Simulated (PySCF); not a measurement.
Compound: CHF3.
Bonds: F1–C2, C2–F3, C2–F4. Hydrogens: H5 on C2.

The same species was optimised twice, with GFN2-xTB and with PBE0-D3(BJ)/def2-SVP (PySCF), and the same property calculations (PySCF, gas phase) were run on both structures.

| coordinate | GFN2-xTB | PBE0-D3(BJ)/def2-SVP | change |
| --- | --- | --- | --- |
| C2–H5 (Å) | 1.104 | 1.103 | -0.001 |
| C2–F4 (Å) | 1.328 | 1.327 | -0.001 |
| F1–C2 (Å) | 1.328 | 1.328 | 0.000 |
| C2–F3 (Å) | 1.328 | 1.328 | 0.000 |
| F3–C2–F4 (°) | 108.4 | 108.7 | +0.3 |
| F4–C2–H5 (°) | 110.5 | 110.3 | -0.2 |
| F1–C2–F3 (°) | 108.4 | 108.7 | +0.3 |
| F3–C2–H5 (°) | 110.5 | 110.3 | -0.2 |
| F1–C2–F4 (°) | 108.4 | 108.7 | +0.3 |
| F1–C2–H5 (°) | 110.5 | 110.3 | -0.2 |

Rotational constants: A = 10439, B = 10437, C = 5734 MHz (GFN2-xTB) against A = 10426, B = 10422, C = 5717 MHz (PBE0-D3(BJ)/def2-SVP). Point groups within 0.08 Å: C3v and C3v.

On the GFN2-xTB structure: HOMO (eV) -11.29 [PBE0/pcSseg-1]; LUMO (eV) 1.81 [PBE0/pcSseg-1]; dipole (D) 1.62 [PBE0/pcSseg-1]; GIAO shielding of F1/F3/F4 (mean) (ppm) 263.2 [PBE0/pcSseg-1]; GIAO shielding of C2 (ppm) 62.6 [PBE0/pcSseg-1].

Question: What do these properties become on the PBE0-D3(BJ)/def2-SVP structure?

Answer: 
```tsv
property	level	on GFN2-xTB	on PBE0-D3(BJ)/def2-SVP	change
HOMO (eV)	PBE0/pcSseg-1	-11.29	-11.27	+0.02
LUMO (eV)	PBE0/pcSseg-1	1.81	1.82	+0.01
dipole (D)	PBE0/pcSseg-1	1.62	1.59	-0.03
energy, GFN2-xTB geometry as zero (kcal/mol)	PBE0/pcSseg-1	0.0	0.0	0.0
GIAO shielding of F1/F3/F4 (mean) (ppm)	PBE0/pcSseg-1	263.2	263.8	+0.6
GIAO shielding of C2 (ppm)	PBE0/pcSseg-1	62.6	62.6	0.0
```

The heavy atoms differ by 0.003 Å rms after alignment (one structure mirrored). Among all bonds F1–C2, C2–F3, C2–F4 and C2–H5 change most and about equally (-0.001 to 0.000 Å). Changes are differences of the printed values. Neither structure is proved a minimum here.
